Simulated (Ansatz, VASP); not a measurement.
# MgO in VASP and in Ansatz

```
Mg O
1.0
     3.48410    0.00000    0.00000
    -1.74205    3.01732    0.00000
     0.00000    0.00000    4.18569
Mg O
2 2
Direct
  0.66667 0.33333 0.75000
  0.33333 0.66667 0.25000
  0.66667 0.33333 0.25000
  0.33333 0.66667 0.75000
```

Measurements of this composition are mostly on another form, of space group No. 225.

Alike in both runs: task single point; functional r2SCAN; k mesh 12 × 12 × 6; occupations gaussian, width 0.05 eV; no spin polarisation.

|  | VASP | Ansatz |
| --- | --- | --- |
| version | VASP 6.6.1 | Ansatz 0.2.0 |
| potentials or method | VASP PAW PBE potentials, release 64 (Mg, O) | scalar-relativistic, plane waves, PAW |
| plane-wave cutoff (eV) | 520 | 500 |
| valence electrons in the cell | 16 | 32 |

Ansatz gave:

| Item | Value |
| --- | --- |
| gap on the k mesh at the Fermi level (eV) | 4.09 |
| least direct gap on the mesh (eV) | 4.09 |
| pressure (GPa) | 0.0 |
| largest component of the traceless stress (GPa) | 0.02 |

Task: What did VASP give for the same quantities?

Result: gap on the k mesh at the Fermi level (eV): 4.08; least direct gap on the mesh (eV): 4.08; pressure (GPa): -0.8; largest component of the traceless stress (GPa): 0.21.

With one functional, cell and mesh, what is left measures potentials, basis and numerics. The two sets of potentials don't hold the same shells in valence.

Caveats: the PAW data sets were made with another functional, which shifts forces and pressure a little (VASP). r2SCAN opens gaps a little over a GGA but as a rule still falls short of measured ones. A k mesh can miss the band edges.
